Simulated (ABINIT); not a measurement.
A run of ABINIT 10.8.3 (patched build) is set up as follows.

Contents of run.abi:

```
pp_dirpath "./"
pseudos "Te.GGA_PBE-JTH.xml, Sn.GGA_PBE-JTH.xml"

acell 4.455974803 4.455974803 4.455974803 Angstrom
rprim
     0.0000000000     0.7071067812     0.7071067812
     0.7071067812     0.0000000000     0.7071067812
     0.7071067812     0.7071067812     0.0000000000
ntypat 2
znucl 52 50
natom 2
typat 1 2
xred
     0.5000000000     0.5000000000     0.5000000000
     0.0000000000     0.0000000000     0.0000000000

ecut 26.0
pawecutdg 48.0
pawxcdev 0

kptopt 1
ngkpt 7 7 7
nshiftk 1
shiftk 0.0 0.0 0.0

ixc -120135

nband 14
occopt 3
tsmear 0.05 eV

nstep 100
tolvrs 1.0e-9

iomode 3
prtwf 0
prtden 0
prteig 0
prtebands 0
enunit 1
```

Potentials or basis: JTH PAW PBE v2.0.

The run is started by

```console
$ abinit run.abi > log 2>&1
```

Problem. Estimate the pressure.

Solution. -0.4 GPa.

Caveat: this odd mesh misses L, where the gap lies, so gap, dielectric constants and Born charges aren't listed; the PAW data sets were made with another functional, which shifts forces and pressure a little. Spin-orbit coupling is left out, which matters for the levels of Te.
